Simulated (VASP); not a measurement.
Runs of VASP 6.6.1 on SiC (Moissanite 6H). It takes space group P6_3mc (No. 186, hexagonal). The conventional cell has a = 3.095 Å, b = 3.095 Å, c = 15.170 Å, α = 90.00°, β = 90.00°, γ = 120.00°. Si (site symmetry 3m) is surrounded by 4 C at 1.90 Å. Si (site symmetry 3m) is surrounded by 4 C at 1.90 Å. Si (site symmetry 3m) has 4 C at 1.90 Å as nearest neighbours. Around C (site symmetry 3m) lie 4 Si at 1.90 Å. C (site symmetry 3m) has 4 Si at 1.90 Å as nearest neighbours. C (site symmetry 3m) is surrounded by 4 Si at 1.90 Å. 

```csv
level,gap on the mesh (eV),pressure (GPa),relaxed volume (Å³/atom),largest force (eV/Å)
rev-vdW-DF2,2.06,0.0,10.44,0.01
vdW-DF-cx,1.98,0.0,10.42,0.01
vdW-DF,2.29,0.1,10.70,0.02
optB86b-vdW,2.06,0.0,10.45,0.01
optB88-vdW,2.18,0.0,(a),-
vdW-DF2,2.54,0.0,(c),-
BEEF-vdW,(b),0.0,10.44,0.01
optPBE-vdW,2.18,0.0,10.57,0.01
```

Alike in all rows: task relaxation of cell and atoms; potentials or basis VASP PAW PBE potentials, release 64 (Si, C); no spin polarisation; cell relaxed; k mesh 10 × 10 × 2; cutoff (eV) 600; smearing fermi-dirac 0.05 eV.

Q: Estimate the missing entries.

A: (a) 10.50; (b) 2.22; (c) 10.83.

Caveats: the PAW data sets were made with another functional, which shifts forces and pressure a little.

A k mesh can miss the band edges.

Runs at the PBE level aren't shown here.
